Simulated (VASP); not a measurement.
Input of a VASP 6.6.1 run:

Contents of POSCAR:

```
BeTe
1.0
    0.0000000000      2.7700000000      2.7700000000
    2.7700000000      0.0000000000      2.7700000000
    2.7700000000      2.7700000000      0.0000000000
Te Be
1 1
Direct
    0.7500000000      0.7500000000      0.7500000000
    0.0000000000      0.0000000000      0.0000000000
```

Contents of INCAR.step1:

```
PREC = Accurate
ENCUT = 520
EDIFF = 1E-5
ISMEAR = 0
SIGMA = 0.02
LREAL = False
LASPH = True
NELM = 100
ALGO = Normal
ISIF = 2
LWAVE = True
LCHARG = False
NBANDS = 11
GGA = PE
KPAR = 4
```

The input INCAR.step2:

```
PREC = Accurate
ENCUT = 520
EDIFF = 1E-6
ISMEAR = 0
SIGMA = 0.02
LREAL = False
LASPH = True
NELM = 100
ALGO = Normal
ISIF = 2
LWAVE = False
LCHARG = False
GGA = PE
LHFCALC = True
HFSCREEN = 0.3
PRECFOCK = Fast
NBANDS = 11
ISTART = 1
KPAR = 4
```

File KPOINTS:

```
regular mesh
0
Gamma
  6 6 6
```

Contents of KPOINTS_OPT:

```
path GXWKGLUWLK,UX
10
line-mode
reciprocal
 0.0000000000  0.0000000000  0.0000000000  G
 0.5000000000  0.0000000000  0.5000000000  X

 0.5000000000  0.0000000000  0.5000000000  X
 0.5000000000  0.2500000000  0.7500000000  W

 0.5000000000  0.2500000000  0.7500000000  W
 0.3750000000  0.3750000000  0.7500000000  K

 0.3750000000  0.3750000000  0.7500000000  K
 0.0000000000  0.0000000000  0.0000000000  G

 0.0000000000  0.0000000000  0.0000000000  G
 0.5000000000  0.5000000000  0.5000000000  L

 0.5000000000  0.5000000000  0.5000000000  L
 0.6250000000  0.2500000000  0.6250000000  U

 0.6250000000  0.2500000000  0.6250000000  U
 0.5000000000  0.2500000000  0.7500000000  W

 0.5000000000  0.2500000000  0.7500000000  W
 0.5000000000  0.5000000000  0.5000000000  L

 0.5000000000  0.5000000000  0.5000000000  L
 0.3750000000  0.3750000000  0.7500000000  K

 0.6250000000  0.2500000000  0.6250000000  U
 0.5000000000  0.0000000000  0.5000000000  X
```

Potentials or basis: VASP PAW PBE potentials, release 64 (Te, Be).

Command:

```bash
$ cat potpaw_PBE.64/Te/POTCAR potpaw_PBE.64/Be/POTCAR > POTCAR
$ cp INCAR.step1 INCAR
$ mpirun -np 4 vasp_std > vasp.out
$ cp INCAR.step2 INCAR
$ mpirun -np 4 vasp_std > vasp.out
```

(1) What does it give for the band gap along the path?

(2) Estimate the band gap on the k mesh.

(3) What does it give for the pressure?

Results:

(1) 2.34 eV, indirect (least direct gap 4.24 eV).

(2) 2.34 eV, indirect (least direct gap 4.24 eV).

(3) 3.3 GPa.

Caveat: the PAW data sets were made with another functional, which shifts forces and pressure a little; spin-orbit coupling is left out, which moves the levels of the heavy elements.
